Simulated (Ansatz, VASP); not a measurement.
**Rh in VASP and in Ansatz**

INCAR

```
SYSTEM = Rh
ALGO = Normal
EDIFF = 1E-7
ENCUT = 520
GGA = PS
ISIF = 2
ISMEAR = 0
LASPH = .TRUE.
LCHARG = .FALSE.
LREAL = .FALSE.
LWAVE = .FALSE.
NBANDS = 14
NELM = 60
PREC = Accurate
SIGMA = 0.1
```

KPOINTS

```
k-points
0
G
  18 18 18
  0 0 0
```

File POSCAR:

```
Rh
1.0
    0.0000000000      1.8514079968      1.8514079968
    1.8514079968      0.0000000000      1.8514079968
    1.8514079968      1.8514079968      0.0000000000
Rh
1
Direct
    0.0000000000      0.0000000000      0.0000000000
```

Input for Ansatz:

```yaml
crystal:
  lattice:
    - [0.0, 1.8514079968, 1.8514079968]
    - [1.8514079968, 0.0, 1.8514079968]
    - [1.8514079968, 1.8514079968, 0.0]
  atoms:
    - { symbol: Rh, position: [0.0, 0.0, 0.0] }
basis:
  ecutwfc: 420
kpoints:
  mp_grid: { grid: [18, 18, 18] }
hamiltonian:
  xc: pbesol
scf:
  occupations: { method: gaussian, width: 0.1 }
output:
  forces: true
  stress: true
  eigenvalues: true
  write_density: true
  write_potential: true
  elf: true
  volumetric_format: npy
```

Alike in both runs: task single point; functional PBEsol; k mesh 18 × 18 × 18; occupations gaussian, width 0.1 eV; no spin polarisation.

|  | VASP | Ansatz |
| --- | --- | --- |
| version | VASP 6.6.1 | Ansatz 0.2.0 |
| potentials or method | VASP PAW PBE potentials, release 64 (Rh_pv) | scalar-relativistic, plane waves, PAW |
| plane-wave cutoff (eV) | 520 | 420 |
| valence electrons in the cell | 15 | 17 |

|  | VASP | Ansatz | Ansatz less VASP |
| --- | --- | --- | --- |
| gap on the k mesh at the Fermi level (eV) | none | none | - |
| pressure (GPa) | 21.3 | 21.4 | +0.07 |

A gap of «none» marks a metal or a gap that the smearing closes. With one functional, cell and mesh, what is left measures potentials, basis and numerics. The two sets of potentials don't hold the same shells in valence.

Caveats: so large a pressure means that the cell lies far from this level's equilibrium, or that cutoff or potentials fall short (VASP); the potentials were made for another functional, which shifts forces and pressure (VASP).
